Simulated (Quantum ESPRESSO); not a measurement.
Wanted: the native input for a Quantum ESPRESSO 7.5 run.

```
Task                : dielectric tensor
Functional          : PBE
Potentials or basis : GBRV 1.5 PBE
Cutoff              : 612 eV
Density cutoff      : 4898 eV
k mesh              : 6 × 6 × 4, shifted
Occupations         : fermi-dirac, width 0.05 eV
Spin                : no spin polarisation
Mixing beta         : 0.5
Most SCF iterations : 120
SCF threshold       : 1.2e-09 Ry
```

HfO2:

```xyz
6
Lattice="3.5580 0.0000 0.0000 0.0000 3.5580 0.0000 0.0000 0.0000 5.1719" Properties=species:S:1:pos:R:3 pbc="T T T"
Hf    0.0000    0.0000    0.0000
Hf    1.7790    1.7790    2.5859
O     0.0000    1.7790    1.0199
O     1.7790    0.0000    1.5660
O     1.7790    0.0000    4.1519
O     0.0000    1.7790    3.6059
```

Measurements of this composition are mostly on another form, of space group No. 14.

The input as run:

pw.in

```
&CONTROL
  calculation = 'scf'
  prefix = 'pwscf'
  outdir = './tmp'
  pseudo_dir = './pseudo'
  tprnfor = .true.
  tstress = .true.
  disk_io = 'low'
/
&SYSTEM
  ibrav = 0
  celldm(1) = 8
  nat = 6
  ntyp = 2
  ecutwfc = 45
  ecutrho = 360
  nbnd = 33
  occupations = 'smearing'
  smearing = 'fd'
  degauss = 0.00367493
/
&ELECTRONS
  conv_thr = 1.2d-09
  electron_maxstep = 120
  mixing_beta = 0.5
/
ATOMIC_SPECIES
Hf   178.4900 hf_pbe_v1.uspp.F.UPF
O     15.9990 o_pbe_v1.2.uspp.F.UPF
CELL_PARAMETERS alat
  0.8404602599781   0.0000000000000   0.0000000000000
  0.0000000000000   0.8404602599781   0.0000000000000
  0.0000000000000   0.0000000000000   1.2216751551845
ATOMIC_POSITIONS crystal
Hf     0.0000000000    0.0000000000    0.0000000000
Hf     0.5000000000    0.5000000000    0.5000000000
O      0.0000000000    0.5000000000    0.1972078800
O      0.5000000000    0.0000000000    0.3027921200
O      0.5000000000    0.0000000000    0.8027921200
O      0.0000000000    0.5000000000    0.6972078800
K_POINTS automatic
6 6 4 1 1 1
```

scf2.in

```
&CONTROL
  calculation = 'scf'
  prefix = 'pwscf'
  outdir = './tmp'
  pseudo_dir = './pseudo'
  tprnfor = .true.
  tstress = .true.
  disk_io = 'low'
/
&SYSTEM
  ibrav = 0
  celldm(1) = 8
  nat = 6
  ntyp = 2
  ecutwfc = 45
  ecutrho = 360
  nbnd = 33
  occupations = 'fixed'
/
&ELECTRONS
  conv_thr = 1d-13
  electron_maxstep = 120
  mixing_beta = 0.5
  startingpot = 'file'
  startingwfc = 'file'
/
ATOMIC_SPECIES
Hf   178.4900 hf_pbe_v1.uspp.F.UPF
O     15.9990 o_pbe_v1.2.uspp.F.UPF
CELL_PARAMETERS alat
  0.8404602599781   0.0000000000000   0.0000000000000
  0.0000000000000   0.8404602599781   0.0000000000000
  0.0000000000000   0.0000000000000   1.2216751551845
ATOMIC_POSITIONS crystal
Hf     0.0000000000    0.0000000000    0.0000000000
Hf     0.5000000000    0.5000000000    0.5000000000
O      0.0000000000    0.5000000000    0.1972078800
O      0.5000000000    0.0000000000    0.3027921200
O      0.5000000000    0.0000000000    0.8027921200
O      0.0000000000    0.5000000000    0.6972078800
K_POINTS automatic
6 6 4 1 1 1
```

ph.in

```
dielectric of HfO2
&INPUTPH
  prefix = 'pwscf'
  outdir = './tmp'
  tr2_ph = 1d-18
  fildyn = 'dyn'
  niter_ph = 90
  alpha_mix(1) = 0.7
  epsil = .true.
  trans = .false.
  zeu = .true.
/
0.0000000000 0.0000000000 0.0000000000
```

Potentials or basis: GBRV 1.5 PBE.

Command:

```sh
$ OMP_NUM_THREADS=1 pw.x -in pw.in > pw.out
$ OMP_NUM_THREADS=1 pw.x -in scf2.in > scf2.out
$ OMP_NUM_THREADS=1 ph.x -in ph.in > ph.out
```

It gave:

The pressure is 8.2 GPa and the largest force is 0.140 eV/Å. The electronic dielectric tensor (diagonal) is 5.14, 5.14, 4.64 and the born charges (mean of the diagonal) is Hf +5.28; O -2.64 e.

Caveat: the cell is more than 3 GPa from zero pressure, which shifts response properties.

Wall time 11 min on 1 thread of Intel(R) Xeon(R) Processor @ 2.50GHz (Skylake/Cascade Lake), on a shared host, peak memory 0.4 GiB.
